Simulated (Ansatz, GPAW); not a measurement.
# Ag: 3 runs at one level of theory

```
Ag
1.0
     0.00000    2.04275    2.04275
     2.04275    0.00000    2.04275
     2.04275    2.04275    0.00000
Ag
1
Direct
  0.00000 0.00000 0.00000
```

Alike in all runs: task band structure; functional revPBE; k mesh 11 × 11 × 11; occupations fermi-dirac, width 0.05 eV; no spin polarisation; no spin-orbit coupling. Pressure is positive in compression and, in plane waves, holds the error of the finite cutoff, which Ansatz's Pulay term estimates and takes out.

| program and potentials | plane-wave cutoff (eV) | notes | pressure (GPa) |
| --- | --- | --- | --- |
| Ansatz, Ansatz PAW | 420 | potentials made for PBE, which Ansatz adapts in part; 19 valence electrons an atom on average; Pulay term of +0.07 GPa included | 7.39 |
| Ansatz, all-electron LAPW, scalar-relativistic | - | - | ? |
| GPAW, the program's PAW data sets (release 1.2.1) made for this functional | 600 | 17 valence electrons an atom on average | 7.30 |

Q: Estimate from the other rows what the run with Ansatz, all-electron LAPW, scalar-relativistic gave.

A: Pressure 7.36 GPa. The other rows, which needn't bracket it: pressure 7.30 to 7.39.
